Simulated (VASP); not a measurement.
# MoS2: single point with r2SCAN+rVV10

Sheet: MoS2, a sheet with vacuum.

```
CELL_PARAMETERS angstrom
3.16000 0.00000 0.00000
-1.58000 2.73664 0.00000
0.00000 0.00000 24.27000
ATOMIC_POSITIONS crystal
S 0.33333 0.66667 0.30902
S 0.33333 0.66667 0.43758
S 0.66667 0.33333 0.56242
S 0.66667 0.33333 0.69098
Mo 0.66667 0.33333 0.37330
Mo 0.33333 0.66667 0.62670
```

The cell was built by a generator and needn't be a form met in nature.

| Property | Result |
| --- | --- |
| Program | VASP 6.6.1 |
| Task | single point |
| Functional | r2SCAN |
| Dispersion | rVV10 |
| Potentials or basis | VASP PAW PBE potentials, release 64 (S, Mo_sv) |
| Cutoff | 520 eV |
| k mesh | 12 × 12 × 1 |
| Occupations | gaussian, width 0.01 eV |
| Spin | no spin polarisation |

* Largest force: 0.023 eV/Å
* Band gap on the k mesh: 1.37 eV, indirect (least direct gap 1.83 eV)

Forces on the atoms (eV/Å):
```
S    0.000  0.000 -0.007
S    0.000  0.000 -0.017
S    0.000  0.000  0.017
S    0.000  0.000  0.007
Mo   0.000  0.000 -0.023
Mo   0.000  0.000  0.023
```

Levels at points of the mesh, in eV from the valence-band top:
| k point | band 22 | band 23 | band 24 | band 25 | band 26 | band 27 | band 28 | band 29 | band 30 | band 31 |
| --- | --- | --- | --- | --- | --- | --- | --- | --- | --- | --- |
| (0.00, 0.00, 0.00) | -2.07 | -2.07 | -1.88 | -0.70 | 0.00 | 2.50 | 2.50 | 2.52 | 2.52 | 2.72 |
| (0.50, 0.00, 0.00) | -2.49 | -1.59 | -1.48 | -1.19 | -1.13 | 1.98 | 2.00 | 2.44 | 2.58 | 3.55 |

It took 20 min on 1 thread of AMD EPYC 7R13 Processor (Zen 3) (shared host), peak memory 0.77 GiB.

Caveat: the PAW data sets were made with another functional, which shifts forces and pressure a little. r2SCAN opens gaps a little over a GGA but as a rule still falls short of measured ones.
